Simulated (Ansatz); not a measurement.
## Ti, one cell by several methods

```xyz
1
Lattice="0.0000 2.0300 2.0300 2.0300 0.0000 2.0300 2.0300 2.0300 0.0000" Properties=species:S:1:pos:R:3 pbc="T T T"
Ti    0.0000    0.0000    0.0000
```

The cell is COD entry 1534878, as deposited and not checked against the literature; nothing was relaxed.

All numbers are computed: DFT, PBE, PAW with Ansatz's default frozen-core files, scalar-relativistic (Ansatz 0.2.0); DFT, PBE, all-electron PAW with datasets made for the crystal, scalar-relativistic (Ansatz 0.2.0); DFT, PBE, all-electron LAPW, scalar-relativistic (Ansatz 0.2.0).

For PAW: a Γ-centred 15×15×15 k mesh, Fermi–Dirac smearing of 0.05 eV, cutoff 420 eV, no spin polarisation. The crystal-made all-electron datasets (AE datasets) take a cutoff of 260 eV at this cell. LAPW targets a basis error of 0.25 meV/atom. The Ansatz runs share mesh, smearing and spin set-up. Plane-wave (PAW) pressures include the program's estimate of the Pulay term.

Stress and pressure are positive in compression.

Levels count from the Fermi level.

| quantity | PAW | AE datasets | LAPW |
| --- | --- | --- | --- |
| pressure (GPa) | 4.48 | 4.47 | 4.47 |
| highest filled level at U (eV) | -1.281 | -1.281 | -1.281 |
| lowest empty level at U (eV) | 0.722 | 0.722 | 0.722 |
| highest filled level at W (eV) | -0.399 | -0.399 | -0.399 |
| lowest empty level at W (eV) | 2.221 | 2.221 | 2.221 |
| highest filled level at X (eV) | -1.819 | -1.819 | -1.819 |
| lowest empty level at X (eV) | 3.002 | 3.001 | 3.001 |

PAW's pressure differs from the LAPW value by about 0.01 GPa or less.
